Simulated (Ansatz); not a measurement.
Planning a run of Ansatz 0.2.0 on SiC (F-43m). The input:

```yaml
crystal:
  lattice:
    - [0.0, 2.179, 2.179]
    - [2.179, 0.0, 2.179]
    - [2.179, 2.179, 0.0]
  atoms:
    - { symbol: Si, position: [0.0, 0.0, 0.0] }
    - { symbol: C, position: [0.25, 0.25, 0.25] }
kpoints:
  mp_grid: { grid: [8, 8, 8] }
  band_path:
    path:
      - [0.0, 0.0, 0.0]
      - [-0.5, -0.5, 0.0]
      - [-0.375, -0.375, 0.25]
      - [-0.375, 0.0, 0.375]
      - [0.0, 0.0, 0.5]
      - [-0.5, -0.25, 0.25]
    npoints: 1
hamiltonian:
  xc: hse06
scf:
  occupations: { method: fixed }
  n_extra_bands: 4
output:
  eigenvalues: true
```

```sh
ansatz run input.yaml --threads 3 --pin off --max-ram 92160MiB --backend cuda --events-out ev --progress --plain --runs-dir out --devices 1 --max-vram 13GiB  # rebuilt from the run's record
```

**Question.** How long will it take on 1 × NVIDIA H100 80GB HBM3 (shared by 6 runs) with 3 threads of AMD EPYC 7R13 (Zen 3), shared host, and how much memory?

It took 21 s; on shared hardware allow 10 s to 41 s. Peak host memory was 1.1 GiB. The sizes that set the cost: 411 plane waves a state, 29 irreducible k points and 9 SCF cycles.

Exact exchange couples every pair of k points and filled bands, so it costs far more than a semilocal run.

[Paths, hosts, dates, memory and timing lines, banners, echoed tables and standing remarks are left out of the program output.]

[Logs are printed without paths, hosts, clocks, repeated set-up lines and the standing remarks that a program may print on its own settings, such as how far it seeks lower states.]

[Runs of the session that timed out or met a known fault of the program may be left out.]

[Cells called generated may have been cut or substituted from an entry of the Crystallography Open Database or the Materials Project.]

[Hosts, paths, dates, database ids (printed as entryN), source tags and the programs' standing remarks are cut or masked in the printed files.]
